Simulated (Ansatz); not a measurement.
A crystal relaxed with r2SCAN in the plane-wave code Ansatz has space group I-43d (No. 220) and a = 6.443 Å.

| atom | site | x | y | z |
| --- | --- | --- | --- | --- |
| Si | 12a | 0.2500 | 0.3750 | 0.0000 |
| Xx | 16c | 0.7813 | 0.2813 | 0.2187 |

With r2SCAN the valence top lies at P–H (0.34 of the way from P) and the conduction bottom at Γ–H (0.29 of the way from Γ), 4.74 eV higher; the smallest vertical gap, at N–Γ (0.60 of the way from N), is 4.92 eV. With HSE06 the valence top lies at P–H (0.34 of the way from P) and the conduction bottom at Γ–H (0.50 of the way from Γ), 5.52 eV higher; the smallest vertical gap, at N–Γ (0.60 of the way from N), is 5.72 eV. PBE gives an indirect gap of 4.12 eV, from P–H (0.33 of the way from P) to Γ–H (0.30 of the way from Γ); the least direct gap is 4.30 eV at N–Γ (0.60 of the way from N). Meshes: r2SCAN 6×6×6, HSE06 4×4×4, PBE 6×6×6. r2SCAN's ε∞ is 4.4 in all directions.

**Question.** Which element is Xx?
A. Bi
B. P
C. N
D. As

**Answer.** C. Xx is N: Si3N4 (I-43d) from a database of computed structures. Si has 4 N at 1.74 Å; N has 3 Si at 1.74 Å.

Spin-unpolarised throughout; all numbers are computed.

Where an edge lies off the special points, it is a point of the mesh or the k point where a search put PBE's edge or least direct gap, reused for the other functionals, whose own edges may lie a little apart; PBE's own value is read along its path and can be a few hundredths of an eV high.

The meshes of the hybrids are coarse, so their gaps aren't converged to the digits shown.

For a response run the program warns that the ground state's bands aren't all converged, so ε∞ carries an extra error.
